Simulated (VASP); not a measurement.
Here is the system:

```yaml
crystal:
  lattice:
    - [0.00000, 3.02937, 3.02937]
    - [3.02937, 0.00000, 3.02937]
    - [3.02937, 3.02937, 0.00000]
  atoms:
    - { symbol: Al, position: [0.00000, 0.00000, 0.00000] }
    - { symbol: Sb, position: [0.25000, 0.25000, 0.25000] }
```

These are LDA (Ceperley-Alder, Perdew-Zunger), VASP's LDA PAW potentials (set 64) (plane waves; VASP) values and carry that method's errors. Numerical set-up: 520 eV cut-off, 8×8×8 Γ-centred mesh, Gaussian smearing of 0.050 eV, potentials Al Sb.

Unless said otherwise, spin-orbit coupling is left out, though it shifts the bands of the heavy elements here.

Problem. Predict the energy per atom (σ→0), pressure, band gap (on the k-mesh) with the smallest direct gap where there is one.

Solution. 
| Item | Result |
|---|---|
| band gap (on the k-mesh) | 1.07 eV |
| smallest direct gap (on the k-mesh) | 1.77 eV |
| energy per atom (σ→0) | -4.636 eV/atom |
| pressure | 1.85 GPa |

Total energies compare only between runs with the same potentials, cut-off and functional.

The compound is AlSb in the zinc blende structure. This cell is one point of a volume scan, at 0.97 of the reference volume.
